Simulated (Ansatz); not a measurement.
**Ni: how the settings move a single-point run**

Question: which choices in the input matter for Ni?

Program: Ansatz 0.2.0. Level of theory: reference: DFT, PBE, PAW with Ansatz's default frozen-core files, scalar-relativistic. These are calculated values, not measurements.

## 1. The structure to begin with

The structure is cubic, space group Im-3m (No. 229). Conventional cell: a = 2.767 Å, b = 2.767 Å, c = 2.767 Å, α = 90.00°, β = 90.00°, γ = 90.00°. Ni (site symmetry m-3m) has 8 Ni at 2.40 Å as nearest neighbours.

Coordinates:

```cif
data_structure
_symmetry_space_group_name_H-M 'Im-3m'
_symmetry_Int_Tables_number 229
_cell_length_a 2.7674
_cell_length_b 2.7674
_cell_length_c 2.7674
_cell_angle_alpha 90.000
_cell_angle_beta 90.000
_cell_angle_gamma 90.000
_cell_volume 21.19
loop_
_atom_site_label
_atom_site_type_symbol
_atom_site_symmetry_multiplicity
_atom_site_Wyckoff_symbol
_atom_site_fract_x
_atom_site_fract_y
_atom_site_fract_z
_atom_site_occupancy
Ni1 Ni 2 a 0.00000 0.00000 0.00000 1
```

## 2. Reference

Contents of input.yaml:

```yaml
crystal:
  lattice:
    - [-1.38371547, 1.38371547, 1.38371547]
    - [1.38371547, -1.38371547, 1.38371547]
    - [1.38371547, 1.38371547, -1.38371547]
  atoms:
    - { symbol: Ni, position: [0.0, 0.0, 0.0], spin: 0.6, spin_axis: [1.0, 0.0, 0.0] }
magnetization:
  noncollinear: true
  spin_spiral: { q: [0.0, 0.0, 0.0] }
kpoints:
  mp_grid: { grid: [16, 16, 16] }
scf:
  occupations: { method: fermi_dirac, width: 0.05 }
  lower_state_search: "off"
hamiltonian:
  xc: pbe
  pseudopotentials: { kind: paw }
output:
  eigenvalues: false
```

Run with:

```
> ansatz run input.yaml --threads 2 --pin off --max-ram 5120MiB --backend cpu --events-out ev --progress --plain --runs-dir out
```

Excerpt of the output:

```text
[...]
Basis set: ecut = 420 eV, 201 PW (Γ)
[...]
k-points: 145 of 4096
[...]
SCF iter   1: F=—  HF=-5839.611281 eV  |F-HF|=—  |Δ(HF+E_count)|=         —  Δρ=3.86e-2  dr2=6.01e-2  dr2_m=5.51e-3  ethr=3.35e-4  |M|=5.11e-1 ∫|m|=5.27e-1 μB  |m|>n=0.0e0 m-floor=0.0e0 τ_xc=1.4e-16 mc-row=0.0e0  β_m=0.30  ⟨swp⟩=1.7  Hψ=19413  notcnv=0
preconditioner: auto → none  [metal: Δε(μ)=0.011 eV  Ē_g=14.504 eV  σ=0.050 eV  W_gap=0.05  n_scr=0 (ndim 8)  ℏωp=36.1 eV  f_vac=0.000  D(μ)=1.66/eV (n_scr^D=18)]
SCF iter   2: F=—  HF=-5839.612282 eV  |F-HF|=—  |Δ(HF+E_count)|=   1.00e-3  Δρ=1.40e-2  dr2=2.31e-3  dr2_m=3.30e-3  ethr=3.34e-4  |M|=5.11e-1 ∫|m|=5.35e-1 μB  |m|>n=0.0e0 m-floor=0.0e0 τ_xc=9.4e-11 mc-row=0.0e0  β_m=0.30  ⟨swp⟩=2.6  Hψ=6261  notcnv=0
[...]
SCF iter  13: F=-5839.620586 eV  HF=-5839.620586 eV  |F-HF|=5.83e-8  |Δ(HF+E_count)|=   3.16e-7  Δρ=4.21e-5  dr2=2.90e-9  dr2_m=4.31e-8  ethr=5.88e-11  |M|=5.41e-1 ∫|m|=6.02e-1 μB  |m|>n=0.0e0 m-floor=0.0e0 τ_xc=1.8e-10 mc-row=0.0e0  β_m=0.88  ⟨swp⟩=3.1  Hψ=87
SCF iter  14: F=-5839.620586 eV  HF=-5839.620586 eV  |F-HF|=4.58e-10  |Δ(HF+E_count)|=   8.25e-8  Δρ=3.74e-6  dr2=7.56e-10  dr2_m=3.36e-10  ethr=1.61e-11  |M|=5.41e-1 ∫|m|=6.02e-1 μB  |m|>n=0.0e0 m-floor=0.0e0 τ_xc=1.4e-11 mc-row=0.0e0  ⟨swp⟩=1.2  Hψ=10724  no
[...]
SCF converged after 14 iterations
Magnetization: |M| = 0.5411 μB,  M = (+0.5411, +0.0000, +0.0000) μB
[...]
Free energy (F): -5839.620586 eV
[...]
E sigma→0 (E₀):  -5839.614310 eV
[...]
Fermi energy:    18.637765 eV
[...]
```

Run time: 12 s. Hardware: 2 threads of Intel Xeon Platinum 8375C at 2.90GHz (Ice Lake), shared host; peak memory 0.38 GiB.

## 3. Changing settings: mp_grid.grid [8, 8, 8]

input.yaml: that of step 2 with these lines changed.

```diff
@@ -11,3 +11,3 @@
 kpoints:
-  mp_grid: { grid: [16, 16, 16] }
+  mp_grid: { grid: [8, 8, 8] }
 scf:
```

Run with:

```
> ansatz run input.yaml --threads 2 --pin off --max-ram 5120MiB --backend cpu --events-out ev --progress --plain --runs-dir out
```

What it wrote:

```text
settings of this run that can trade accuracy for cost: output.eigenvalues: false. Do not mix this run's numbers with those of runs without the same settings; the input reference describes each key
Engine: ansatz 0.2.0
Pseudopotentials: kind: paw
Pseudopotential: Ni, paw, valence charge 18, recommended cutoff 420 eV (normal)
Functional definition: PBE
  parameter kappa = 0.804
  parameter beta = 0.06672455060314922
  exchange = pbe_x(kappa = kappa, mu = beta*pi^2/3)
  correlation = pbe_c(beta = beta)
Crystal: 1 atoms, lattice volume = 10.597 Å³
Basis set: ecut = 420 eV, 201 PW (Γ)
Bands: 26, of which v1, the nominal top of the filled ones, is band 18 counted from 1 (17 counted from 0)
Symmetry: 48 space group operations
k-points: 29 of 512
Spin spiral: q = (0, 0, 0) of the reciprocal vectors; moments are told in the frame that turns with it, a site's in that at the site
Non-local potential: Ni, projectors of the file, l = 0: 3, l = 1: 2, l = 2: 3, l = 3: 1
PAW form: soft (Blöchl's): semilocal exchange-correlation on the pseudo side does not see the compensation charge
PAW one-centre angular grid: Ni, 590 points (default); XC on 64 Gauss nodes
Initial density: superposition of atomic densities (chi_scale 0.1, normalization cell)
Starting moments: Σ|m| = 0.6 μB on 1 of 1 site
Initial wavefunctions: pseudopotential atomic-orbital guess
Functional: x = pbe(κ = 0.804, μ = 0.2195149727645171), c = pbe(β = 0.06672455060314922)
iter 1 solved again at ethr=3.93e-4 eV; its pass at ethr=3.10e-3 eV (dr2=7.08e-2 eV) is discarded
SCF iter   1: F=—  HF=-5839.603109 eV  |F-HF|=—  |Δ(HF+E_count)|=         —  Δρ=4.11e-2  dr2=7.06e-2  dr2_m=7.83e-3  ethr=3.93e-4  |M|=5.11e-1 ∫|m|=5.28e-1 μB  |m|>n=0.0e0 m-floor=0.0e0 τ_xc=1.4e-16 mc-row=0.0e0  β_m=0.30  ⟨swp⟩=1.7  Hψ=3946  notcnv=0
preconditioner: auto → none  [metal: Δε(μ)=0.042 eV  Ē_g=14.547 eV  σ=0.050 eV  W_gap=0.20  n_scr=0 (ndim 8)  ℏωp=36.1 eV  f_vac=0.000  D(μ)=1.68/eV (n_scr^D=18)]
SCF iter   2: F=—  HF=-5839.605120 eV  |F-HF|=—  |Δ(HF+E_count)|=   2.01e-3  Δρ=1.48e-2  dr2=3.36e-3  dr2_m=4.70e-3  ethr=3.92e-4  |M|=5.20e-1 ∫|m|=5.36e-1 μB  |m|>n=0.0e0 m-floor=0.0e0 τ_xc=2.7e-10 mc-row=0.0e0  β_m=0.30  ⟨swp⟩=2.6  Hψ=1251  notcnv=0
SCF iter   3: F=—  HF=-5839.607613 eV  |F-HF|=—  |Δ(HF+E_count)|=   2.49e-3  Δρ=1.64e-2  dr2=9.02e-3  dr2_m=3.57e-3  ethr=1.86e-5  |M|=5.16e-1 ∫|m|=5.44e-1 μB  |m|>n=0.0e0 m-floor=0.0e0 τ_xc=3.0e-10 mc-row=0.0e0  β_m=1.00  ⟨swp⟩=2.3  Hψ=1511  notcnv=0  defer=17
SCF iter   4: F=—  HF=-5839.611296 eV  |F-HF|=—  |Δ(HF+E_count)|=   3.68e-3  Δρ=5.78e-3  dr2=7.43e-5  dr2_m=8.10e-4  ethr=1.86e-5  |M|=5.19e-1 ∫|m|=5.64e-1 μB  |m|>n=0.0e0 m-floor=0.0e0 τ_xc=1.4e-9 mc-row=0.0e0  β_m=1.00  ⟨swp⟩=2.1  Hψ=1512  notcnv=0  defer=29
SCF iter   5: F=—  HF=-5839.612291 eV  |F-HF|=—  |Δ(HF+E_count)|=   9.95e-4  Δρ=3.13e-3  dr2=2.22e-4  dr2_m=2.38e-4  ethr=4.13e-7  |M|=5.24e-1 ∫|m|=5.74e-1 μB  |m|>n=0.0e0 m-floor=0.0e0 τ_xc=2.6e-9 mc-row=0.0e0  β_m=1.00  ⟨swp⟩=2.1  Hψ=1310  notcnv=0  defer=29
SCF iter   6: F=—  HF=-5839.613340 eV  |F-HF|=—  |Δ(HF+E_count)|=   1.05e-3  Δρ=2.28e-3  dr2=2.13e-6  dr2_m=1.26e-4  ethr=4.13e-7  |M|=5.29e-1 ∫|m|=5.82e-1 μB  |m|>n=0.0e0 m-floor=0.0e0 τ_xc=1.4e-9 mc-row=0.0e0  β_m=1.00  ⟨swp⟩=2.0  Hψ=992  notcnv=0  defer=29
SCF iter   7: F=—  HF=-5839.614123 eV  |F-HF|=—  |Δ(HF+E_count)|=   7.83e-4  Δρ=1.83e-3  dr2=2.28e-6  dr2_m=8.17e-5  ethr=1.18e-8  |M|=5.33e-1 ∫|m|=5.87e-1 μB  |m|>n=0.0e0 m-floor=0.0e0 τ_xc=8.5e-10 mc-row=0.0e0  β_m=1.00  ⟨swp⟩=2.2  Hψ=1271  notcnv=0  defer=29
SCF iter   8: F=—  HF=-5839.614668 eV  |F-HF|=—  |Δ(HF+E_count)|=   5.44e-4  Δρ=1.57e-3  dr2=3.17e-7  dr2_m=5.98e-5  ethr=1.18e-8  |M|=5.37e-1 ∫|m|=5.92e-1 μB  |m|>n=0.0e0 m-floor=0.0e0 τ_xc=1.9e-9 mc-row=0.0e0  β_m=0.30  ⟨swp⟩=2.0  Hψ=1233  notcnv=0  defer=29
Mixer restart at iter 8: flushing history
spin-set hold released at iteration 8 (site moments contracting): the magnetisation degrees of freedom join the quasi-Newton model from the next iteration; the mixer history was flushed
SCF iter   9: F=—  HF=-5839.615169 eV  |F-HF|=—  |Δ(HF+E_count)|=   5.02e-4  Δρ=2.31e-3  dr2=6.53e-8  dr2_m=1.30e-4  ethr=5.56e-10  |M|=5.40e-1 ∫|m|=5.96e-1 μB  |m|>n=0.0e0 m-floor=0.0e0 τ_xc=3.5e-9 mc-row=0.0e0  β_m=0.41  ⟨swp⟩=4.0  Hψ=2165  notcnv=0
SCF iter  10: F=—  HF=-5839.615797 eV  |F-HF|=—  |Δ(HF+E_count)|=   6.27e-4  Δρ=2.53e-3  dr2=1.67e-5  dr2_m=1.55e-4  ethr=3.63e-10  |M|=5.48e-1 ∫|m|=6.08e-1 μB  |m|>n=0.0e0 m-floor=0.0e0 τ_xc=8.4e-9 mc-row=0.0e0  β_m=0.81  ⟨swp⟩=4.1  Hψ=2404  notcnv=0
SCF iter  11: F=—  HF=-5839.616178 eV  |F-HF|=—  |Δ(HF+E_count)|=   3.81e-4  Δρ=4.97e-3  dr2=1.41e-3  dr2_m=2.89e-6  ethr=3.63e-10  |M|=5.56e-1 ∫|m|=6.19e-1 μB  |m|>n=0.0e0 m-floor=0.0e0 τ_xc=2.2e-9 mc-row=0.0e0  β_m=0.52  ⟨swp⟩=4.3  Hψ=2283  notcnv=0  defer=34  recentre
SCF iter  12: F=—  HF=-5839.615881 eV  |F-HF|=—  |Δ(HF+E_count)|=   2.97e-4  Δρ=1.51e-4  dr2=2.27e-8  dr2_m=5.53e-7  ethr=3.63e-10  |M|=5.56e-1 ∫|m|=6.19e-1 μB  |m|>n=0.0e0 m-floor=0.0e0 τ_xc=6.9e-9 mc-row=0.0e0  β_m=0.76  ⟨swp⟩=4.2  Hψ=2268  notcnv=0  defer=34
SCF iter  13: F=—  HF=-5839.615882 eV  |F-HF|=—  |Δ(HF+E_count)|=   9.29e-7  Δρ=6.79e-5  dr2=6.35e-9  dr2_m=1.12e-7  ethr=1.26e-10  |M|=5.56e-1 ∫|m|=6.19e-1 μB  |m|>n=0.0e0 m-floor=0.0e0 τ_xc=3.0e-9 mc-row=0.0e0  β_m=0.88  ⟨swp⟩=3.0  Hψ=1767  notcnv=0
iter 14 did not close the SCF: its close was put off for a magnetic moment that had not settled (scf_convergence_deferred on its scf_iter line)
SCF iter  14: F=-5839.615882 eV  HF=-5839.615882 eV  |F-HF|=2.75e-9  |Δ(HF+E_count)|=   1.99e-7  Δρ=1.20e-5  dr2=1.25e-9  dr2_m=3.49e-9  ethr=3.53e-11  |M|=5.56e-1 ∫|m|=6.19e-1 μB  |m|>n=0.0e0 m-floor=0.0e0 τ_xc=1.2e-10 mc-row=0.0e0  β_m=0.94  ⟨swp⟩=3.0  Hψ=1810  notcnv=0
SCF iter  15: F=-5839.615882 eV  HF=-5839.615882 eV  |F-HF|=2.36e-11  |Δ(HF+E_count)|=   4.81e-9  Δρ=8.06e-7  dr2=1.26e-12  dr2_m=1.58e-11  ethr=6.92e-12  |M|=5.56e-1 ∫|m|=6.19e-1 μB  |m|>n=0.0e0 m-floor=0.0e0 τ_xc=5.1e-12 mc-row=0.0e0  ⟨swp⟩=1.3  Hψ=2079  notcnv=0
SCF 1 converged in 15 iterations: F = -5839.615882 eV  dr2 = 1.26e-12
SCF converged after 15 iterations
Magnetization: |M| = 0.5560 μB,  M = (+0.5560, +0.0000, +0.0000) μB
Absolute magnetization: 0.6200 μB (∫|m|, with the PAW one-centre terms)
  site 0: m = (+0.5852, +0.0000, +0.0000) μB, |m| = 0.5852 μB  (R = 0.99 Å)
Free energy (F): -5839.615882 eV
Harris-Foulkes:  -5839.615882 eV  (|F-HF|=2.36e-11)
Internal energy: -5839.603221 eV  (E = F + TS)
E sigma→0 (E₀):  -5839.609552 eV
Entropy (-TS):   -0.012662 eV (-12.662 meV/atom)
Fermi energy:    18.663870 eV
--- Per-component energies (eV) ---
  E_band       = -272.744444
  E_kinetic    = 283.050768
  E_local      = -3396.055352  (includes V_loc(G=0)·N_el)
  E_nonlocal   = 636.521273
  E_hartree    = 1419.823300
  E_xc         = -84.983162
  E_vxc        = -109.600461  (∫ρ·V_xc dr)
  E_paw        = -1630.352177  (= ΣΔE_a)
  E_vpaw       = -526.307957  (= ΣTr[D̂ρ^β])
  E_aug_tail   = 0.000668  (compensation charges beyond the density's cutoff)
  E_ewald      = -3067.608538
  E_smearing   = -0.012662  (= −TS)
  E_closure    = 0.000000  (closes the sum)
  Σ components = -5839.615882   (vs F -5839.615882, Δ=0.00e0)
settings of this run that can trade accuracy for cost: output.eigenvalues: false. Do not mix this run's numbers with those of runs without the same settings; the input reference describes each key
```

Run time: 2.7 s. Hardware: 2 threads of Intel Xeon Platinum 8375C at 2.90GHz (Ice Lake), shared host; peak memory 0.29 GiB.

Changing the k-point mesh moves the energy by +4.7 meV/atom. The energy is not variational in the mesh, so the sign tells nothing. Cost: 15 SCF cycles against 14, 2.7 s against 12 s. These settings are too coarse to quote as the system's properties.

## 4. All runs together

```csv
run,ending,energy change,abs. moment (μB),cycles,time
reference,converged,0,0.60,14,12 s
"1: mp_grid.grid [8, 8, 8]",converged,+4.7 meV/atom,0.62,15,2.7 s
```

Residual by cycle in the longest SCF loop of each run; runs are numbered as in the table. The quantity is the density residual dr2, in eV.

```csv
cycle,reference,run 1
1,0.0601,0.0706
2,0.00231,0.00336
4,1.9e-4,7.4e-5
5,1.9e-4,2.2e-4
6,2.6e-7,2.1e-6
7,1.5e-6,2.3e-6
9,2.7e-8,6.5e-8
10,2.1e-5,1.7e-5
11,8.1e-4,0.00141
12,1.1e-8,2.3e-8
14,7.6e-10,1.3e-9
15,-,1.3e-12
```

**Reading.** Changing the k-point mesh moves the energy by +4.7 meV/atom. The energy is not variational in the mesh, so the sign tells nothing. Cost: 15 SCF cycles against 14, 2.7 s against 12 s.
